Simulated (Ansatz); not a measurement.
The cation of C5H11N, SMILES `C1CCNCC1` at the neutral geometry.

```yaml
crystal:
  periodic: [false, false, false]
  atoms:
    - {symbol: C, position_ang: [-0.190754, -0.176319, 1.321226]}
    - {symbol: C, position_ang: [1.169231, -0.390366, 0.669866]}
    - {symbol: C, position_ang: [1.005129, -0.783035, -0.794521]}
    - {symbol: N, position_ang: [0.186342, 0.136288, -1.566054]}
    - {symbol: C, position_ang: [-1.106007, 0.371392, -0.945257]}
    - {symbol: C, position_ang: [-1.024623, 0.809296, 0.513224]}
    - {symbol: H, position_ang: [-0.075911, 0.168407, 2.352921]}
    - {symbol: H, position_ang: [-0.719556, -1.136941, 1.370340]}
    - {symbol: H, position_ang: [1.738989, -1.157300, 1.204813]}
    - {symbol: H, position_ang: [1.753367, 0.536914, 0.729315]}
    - {symbol: H, position_ang: [1.978833, -0.876361, -1.283350]}
    - {symbol: H, position_ang: [0.531562, -1.772005, -0.849767]}
    - {symbol: H, position_ang: [0.675915, 1.017713, -1.672293]}
    - {symbol: H, position_ang: [-1.650317, 1.108156, -1.542474]}
    - {symbol: H, position_ang: [-1.676626, -0.564506, -1.007431]}
    - {symbol: H, position_ang: [-2.030387, 0.903905, 0.935677]}
    - {symbol: H, position_ang: [-0.565195, 1.804770, 0.563766]}
basis:
  gaussian: {orbitals: def2-TZVPP}
total_charge: 1
magnetization: {spin_polarized: true, initial_magnetization: 1}
hamiltonian: {xc: {name: B3LYP}, dispersion: d4}
```

```sh
$ ansatz run in.yaml --threads 2 --pin off --events-out ev --progress --plain --max-ram 22528MiB --backend cuda --devices 0, --max-vram 18GiB
```

Output, abridged:

```
Functional definition: B3LYP
1704 factors; their error is unknown
mean field evaluation 1: about -6829.2819 eV, gradient 6.5e1 eV
mean field evaluation 2: about -6810.1982 eV, gradient 9.0e1 eV
mean field evaluation 4: about -6848.9068 eV, gradient 8.1e0 eV
mean field evaluation 8: about -6849.1646 eV, gradient 2.6e-1 eV
mean field evaluation 16: about -6849.1287 eV, gradient 1.1e-2 eV
mean field -6849.12874957 eV, -251.7008390406 hartree, gradient 6.7e-5 eV, S^2 0.754108; 0 other end points of the search recorded, 0 dependent functions left out
reference -6849.12901388 eV, -251.7008487537 hartree; 24, 23 occupied and 316, 317 virtual orbitals, 1704 factors
Total energy: -6849.65391572 eV, -251.7201385404 hartree
```

Run time 2.9 s (2 threads of an AMD EPYC 7R13 on a shared host and a share of an NVIDIA H100 80 GB); peak host memory 0.94 GiB.
